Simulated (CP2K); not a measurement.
# Bi under changes of volume

One of the cells (35.070 Å³/atom); the others are scaled copies at fixed shape and fractional positions:

```
CELL_PARAMETERS angstrom
4.72898 0.00000 0.00000
2.55449 3.97968 0.00000
2.55449 1.39577 3.72688
ATOMIC_POSITIONS crystal
Bi 0.76600 0.76600 0.76600
Bi 0.23400 0.23400 0.23400
```

| Item | Value |
| --- | --- |
| Program | CP2K 2026.2 |
| Functional | PBEsol |
| Potentials or basis | POTENTIAL_UZH Bi GTH-PBE-q5; TZVP-MOLOPT-PBE-GTH basis |
| Density cutoff | 6123 eV |
| k mesh | 7 × 7 × 7 |
| Occupations | fermi-dirac, width 0.05 eV |
| Spin | no spin polarisation |

| volume (Å³/atom) | energy over the lowest point (meV/atom) | pressure (GPa) | gap on the mesh (eV) | largest force (eV/Å) |
| --- | --- | --- | --- | --- |
| 32.965 | 54.64 | 5.7 | 0.32 | 0.676 |
| 33.667 | ? | ? | ? | ? |
| 34.368 | 17.16 | 3.0 | 0.30 | 0.454 |
| 35.070 | 6.79 | 1.8 | 0.28 | 0.353 |
| 35.771 | 1.23 | 0.8 | 0.27 | 0.259 |
| 36.472 | 0.00 | -0.2 | 0.26 | 0.170 |
| 37.174 | 2.64 | -1.0 | 0.25 | 0.087 |

Question: What does the run at 33.667 Å³/atom give?

Answer: Energy over the lowest point 32.90 meV/atom; pressure 4.3 GPa; gap on the mesh 0.31 eV; largest force 0.561 eV/Å.

Worked out: A Birch-Murnaghan fit of order 3 (a polynomial in V^(-2/3)) to the other rows has its minimum at 36.33 Å³/atom with B0 = V·E''(V) = 47 GPa and B' = 4.6 at fixed shape and positions, which overstates the stiffness. It gives 32.89 meV/atom at 33.667 Å³/atom, against the run's 32.90, and -dE/dV = 4.3 GPa, against 4.3. A straight line through the other rows of the gap, of slope -0.6 eV per unit of ln V, gives 0.31 eV, against the run's 0.31.

Energies are extrapolated to zero smearing.

Caveats: the potentials were made for another functional, which shifts forces and pressure; spin-orbit coupling is left out, which as a rule narrows the gap of such compounds by several tenths of an eV; an odd mesh through Γ misses points on the zone boundary, where band edges often lie; the basis of atomic orbitals isn't converged, which shifts pressures, moduli and gaps.
